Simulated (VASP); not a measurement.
# PbSe (Clausthalite) (Fm-3m) in VASP: a series of runs, part 2 of 2

VASP 6.6.1.

### 4 Relaxation of cell and atoms, PBE

File INCAR:

```
SYSTEM = PbSe
PREC = Accurate
ENCUT = 580
EDIFF = 1E-7
ISMEAR = -1
SIGMA = 0.05
LREAL = .FALSE.
LASPH = .TRUE.
NELM = 80
ALGO = Fast
ISIF = 3
LWAVE = .FALSE.
LCHARG = .FALSE.
GGA = PE
IBRION = 2
NSW = 60
EDIFFG = -0.02
```

File KPOINTS:

```
Automatic mesh
0
G
  8 8 8
  0 0 0
```

File POSCAR:

```
PbSe
1.0
    0.0000000000      3.0606500000      3.0606500000
    3.0606500000      0.0000000000      3.0606500000
    3.0606500000      3.0606500000      0.0000000000
Pb Se
1 1
Direct
    0.0000000000      0.0000000000      0.0000000000
    0.5000000000      0.5000000000      0.5000000000
```

Potentials or basis: VASP PAW PBE potentials, release 54 (Pb, Se).

Command:

```bash
cat potpaw_PBE.54/Pb/POTCAR potpaw_PBE.54/Se/POTCAR > POTCAR
mpirun -np 1 vasp_std > vasp.out
```

OUTCAR:

```text
SYSTEM = PbSe
   PREC = Accurate
   ENCUT = 580
   EDIFF = 1E-7
   ISMEAR = -1
   LREAL = .FALSE.
   LASPH = .TRUE.
   NELM = 80
   ISIF = 3
   GGA = PE
   IBRION = 2
   NSW = 60
   EDIFFG = -0.02

 ion  position               nearest neighbor table
   1  0.000  0.000  0.000-   2 3.06   2 3.06   2 3.06   2 3.06   2 3.06   2 3.06
   2  0.500  0.500  0.500-   1 3.06   1 3.06   1 3.06   1 3.06   1 3.06   1 3.06

  LATTYP: Found a face centered cubic cell.
 ALAT       =     6.1213000000

  Lattice vectors:

 A1 = (   0.0000000000,   3.0606500000,   3.0606500000)
 A2 = (   3.0606500000,   0.0000000000,   3.0606500000)
 A3 = (   3.0606500000,   3.0606500000,   0.0000000000)

Analysis of symmetry for initial positions (statically):
=====================================================================
 Subroutine PRICEL returns:
 Original cell was already a primitive cell.

 Routine SETGRP: Setting up the symmetry group for a
 face centered cubic supercell.

 Subroutine GETGRP returns: Found 48 space group operations
 (whereof 48 operations were pure point group operations)
 out of a pool of 48 trial point group operations.

The static configuration has the point symmetry O_h .

Analysis of symmetry for dynamics (positions and initial velocities):
=====================================================================
 Subroutine PRICEL returns:
 Original cell was already a primitive cell.

 Routine SETGRP: Setting up the symmetry group for a
 face centered cubic supercell.

 Subroutine GETGRP returns: Found 48 space group operations
 (whereof 48 operations were pure point group operations)
 out of a pool of 48 trial point group operations.

The dynamic configuration has the point symmetry O_h .

 Subroutine INISYM returns: Found 48 space group operations
 (whereof 48 operations are pure point group operations),
 and found     1 'primitive' translations

----------------------------------------------------------------------------------------

                                     Primitive cell

[... 133 lines left out ...]

 number of electron       9.9999999 magnetization

 Free energy of the ion-electron system (eV)
  ---------------------------------------------------
  ext. energy  EPLUGINS =         0.00000000
  ---------------------------------------------------
  free energy    TOTEN  =        -8.21349932 eV

  energy without entropy =       -8.21317965  energy(sigma->0) =       -8.21333948

------------------------ aborting loop because EDIFF is reached ----------------------------------------

  FORCE on cell =-STRESS in cart. coord.  units (eV):
  Direction    XX          YY          ZZ          XY          YZ          ZX
  --------------------------------------------------------------------------------------
  -------------------------------------------------------------------------------------
  Total        0.7734610      0.7734610      0.7734610      0.0000000      0.0000000     -0.0000000
  in kB       21.6111549     21.6111549     21.6111549      0.0000000      0.0000000     -0.0000000
  external PRESSURE =      21.6111549 kB  Pullay stress =       0.0000000 kB
[... 59 lines left out ...]
--------------------------------------- Ionic step        3  -------------------------------------------

 number of electron      10.0000001 magnetization

 Free energy of the ion-electron system (eV)
  ---------------------------------------------------
  ext. energy  EPLUGINS =         0.00000000
  ---------------------------------------------------
  free energy    TOTEN  =        -8.22904576 eV

  energy without entropy =       -8.22892560  energy(sigma->0) =       -8.22898568

 E-fermi :   3.5692     XC(G=0):  -9.2606

 val. band max:        3.3588313574   @ k =   0.5000   0.0000   0.0000
 cond. band min:       3.7793796460   @ k =   0.5000   0.0000   0.0000
 fundamental gap:      0.4205482886
 Fermi energy:         3.5691801278

 k-point     1 :       0.0000    0.0000    0.0000
  band No.  band energies     occupation
      1      -9.8617      2.00000
      2      -2.9803      2.00000
      3       1.6981      2.00000
      4       1.6981      2.00000
      5       1.6981      2.00000
      6       8.0085      0.00000
      7       8.0085      0.00000
      8       8.0085      0.00000
      9       9.9572      0.00000
[... 265 lines left out ...]
 k-point    24 :      -0.3750    0.2500    0.1250
  band No.  band energies     occupation
      1      -8.7664      2.00000
      2      -4.8987      2.00000
      3       0.3779      2.00000
      4       0.7262      2.00000
      5       2.6352      2.00000
      6       4.8474      0.00000
      7       6.8000      0.00000
      8       7.4246      0.00000
      9      10.9865      0.00000

 [... further k-points ...]

------------------------ aborting loop because EDIFF is reached ----------------------------------------

  FORCE on cell =-STRESS in cart. coord.  units (eV):
  Direction    XX          YY          ZZ          XY          YZ          ZX
  --------------------------------------------------------------------------------------
  -------------------------------------------------------------------------------------
  Total        0.0022835      0.0022835      0.0022835      0.0000000      0.0000000     -0.0000000
  in kB        0.0612502      0.0612502      0.0612502      0.0000000      0.0000000     -0.0000000
  external PRESSURE =       0.0612502 kB  Pullay stress =       0.0000000 kB
[... 17 lines left out ...]
  FREE ENERGIE OF THE ION-ELECTRON SYSTEM (eV)
  ---------------------------------------------------
  free  energy   TOTEN  =        -8.2290457558 eV

  energy  without entropy=       -8.2289256002  energy(sigma->0) =       -8.22898568

 reached required accuracy - stopping structural energy minimisation
```

OSZICAR:

```text
N       E                     dE             d eps       ncg     rms          rms(c)
DAV:   1     0.360216674677E+02    0.36022E+02   -0.41147E+03   522   0.963E+02
DAV:   2    -0.681976656011E+01   -0.42841E+02   -0.41606E+02   847   0.126E+02
DAV:   3    -0.849365387796E+01   -0.16739E+01   -0.16728E+01   631   0.302E+01
[... 29 lines left out ...]
RMM:   4    -0.822904609626E+01    0.10550E-03   -0.25257E-04   522   0.118E-01    0.488E-02
RMM:   5    -0.822904542105E+01    0.67520E-06   -0.71273E-05   522   0.573E-02    0.421E-02
RMM:   6    -0.822904578278E+01   -0.36173E-06   -0.68292E-06   522   0.213E-02    0.765E-03
RMM:   7    -0.822904573118E+01    0.51605E-07   -0.33336E-06   519   0.124E-02    0.177E-03
RMM:   8    -0.822904575581E+01   -0.24634E-07   -0.46128E-07   416   0.526E-03
   3 F= -.82290458E+01 E0= -.82289857E+01  d E =-.155464E-01
```

CONTCAR:

```text
PbSe
   1.00000000000000
     0.0000000000000000    3.1025754998976742    3.1025754998976742
     3.1025754998976742    0.0000000000000000    3.1025754998976742
     3.1025754998976742    3.1025754998976742    0.0000000000000000
  Pb              Se
     1     1
Direct
     0.0000000000000000    0.0000000000000000    0.0000000000000000
     0.5000000000000000    0.5000000000000000    0.5000000000000000

  0.00000000E+00  0.00000000E+00  0.00000000E+00
  0.00000000E+00  0.00000000E+00  0.00000000E+00
```

It took 45 s on 1 thread of Intel Xeon Platinum 8375C at 2.90GHz (Ice Lake), shared host; peak memory 0.23 GiB.

Results:

```yaml
Free_energy: -8.2290 eV
Relaxed_volume: 29.87 Å³/atom
Relaxed_cell: a = 4.388 Å, b = 4.388 Å, c = 4.388 Å, α = 60.00°, β = 60.00°, γ = 60.00°
Space_group_after_relaxing_to_0.05_Å: Fm-3m (No. 225)
Energy_gained_by_relaxing: 7.8 meV/atom
Ionic_steps: 3
Pressure_after_relaxing: 0.0 GPa
Band_gap_on_the_k_mesh: 0.42 eV, direct
```

The path:
```
step  energy change (eV)  largest force (eV/Å)  pressure (GPa)  volume (Å³)
   1              0.0000                0.0000            2.16        57.34
   2             -0.0137                0.0000           -0.69        60.61
   3             -0.0155                0.0000            0.01        59.73
```

Final structure:
```cif
data_structure
_symmetry_space_group_name_H-M 'P 1'
_symmetry_Int_Tables_number 1
_cell_length_a 4.3877
_cell_length_b 4.3877
_cell_length_c 4.3877
_cell_angle_alpha 60.000
_cell_angle_beta 60.000
_cell_angle_gamma 60.000
_cell_volume 59.73
loop_
_atom_site_label
_atom_site_type_symbol
_atom_site_fract_x
_atom_site_fract_y
_atom_site_fract_z
_atom_site_occupancy
Pb1 Pb 0.00000 0.00000 0.00000 1
Se1 Se 0.50000 0.50000 0.50000 1
```

Caveat: spin-orbit coupling is left out, which as a rule narrows the gap of such compounds by several tenths of an eV.

### 5 Single point, PBE

File INCAR:

```
SYSTEM = PbSe
PREC = Accurate
ENCUT = 520
EDIFF = 1E-6
ISMEAR = 0
SIGMA = 0.03
LREAL = .FALSE.
LASPH = .TRUE.
NELM = 80
ALGO = Normal
ISIF = 2
LWAVE = .FALSE.
LCHARG = .FALSE.
GGA = PE
```

KPOINTS is that of step 4.

POSCAR is that of step 4.

Potentials or basis: VASP PAW PBE potentials, release 64 (Pb_d, Se).

Command:

```bash
cat potpaw_PBE.64/Pb_d/POTCAR potpaw_PBE.64/Se/POTCAR > POTCAR
mpirun -np 1 vasp_std > vasp.out
```

Run time: 16 s. Hardware: 1 thread of AMD EPYC 7R43 (Zen 3), shared host; peak memory 0.15 GiB.

The run converged. Its results:

| Item | Value |
| --- | --- |
| Free energy | -8.1783 eV |
| Pressure | 2.4 GPa |
| Band gap on the k mesh | 0.29 eV, direct |

Levels at points of the mesh, in eV from the valence-band top:
```
           k point  band 8  band 9  band 10  band 11  band 12  band 13
(0.00, 0.00, 0.00)   -1.88   -1.88    -1.88     4.71     4.71     4.71
(0.50, 0.00, 0.00)   -1.47   -1.47     0.00     0.29     1.70     1.70
(0.50, 0.50, 0.00)   -4.98   -3.24    -3.24     3.69     5.61     5.61
```

Caveat: spin-orbit coupling is left out, which as a rule narrows the gap of such compounds by several tenths of an eV.

### 6 The runs side by side

| task | potentials or basis | cell | cutoff (eV) | smearing | gap on the mesh (eV) | pressure (GPa) | relaxed volume (Å³/atom) |
| --- | --- | --- | --- | --- | --- | --- | --- |
| single point | VASP PAW PBE potentials, release 64 (Pb_d, Se) | as given | 520 | gaussian 0.029 eV | 0.29 | 2.4 | - |
| relaxation of cell and atoms | VASP PAW PBE potentials, release 54 (Pb_d, Se) | relaxed | 600 | fermi-dirac 0.05 eV | 0.44 | 0.0 | 30.05 |
| relaxation of cell and atoms | VASP PAW PBE potentials, release 54 (Pb, Se) | relaxed | 580 | fermi-dirac 0.05 eV | 0.42 | 0.0 | 29.87 |
| single point | VASP PAW PBE potentials, release 64 (Pb_d, Se) | as given | 520 | gaussian 0.03 eV | 0.29 | 2.4 | - |

Alike in all rows: level PBE; no spin polarisation; k mesh 8 × 8 × 8.

Caveats: spin-orbit coupling is left out, which as a rule narrows the gap of such compounds by several tenths of an eV.

Absolute energies hang on the potentials; compare differences alone.

### 7 Against experiment

Step 2. Against the measured gap of PbSe, 0.15 eV (direct; 4.2 K; a printed reference work, monograph), the calculated 0.29 eV is off by +0.14 eV. 2 values of this kind are on record (0.15 to 0.28 eV); this one was drawn at random. Spin-orbit coupling on Pb, Se is left out. The value is that of PBE on a finite k mesh, which can miss the band edges, without temperature or zero-point motion.

Step 3. The cell as given is a measured one (28.67 Å³/atom); PBE puts the equilibrium volume +4.8 % from it, thermal expansion not counted.

Step 4. The cell as given is a measured one (28.67 Å³/atom); PBE puts the equilibrium volume +4.2 % from it, thermal expansion not counted.

Step 5. Against the measured gap of PbSe, 0.28 eV (direct; 300 K; a printed reference work, monograph), the calculated 0.29 eV is off by +0.01 eV. 2 values of this kind are on record (0.15 to 0.28 eV); this one was drawn at random. Spin-orbit coupling on Pb, Se is left out. The value is that of PBE on a finite k mesh, which can miss the band edges, without temperature or zero-point motion.
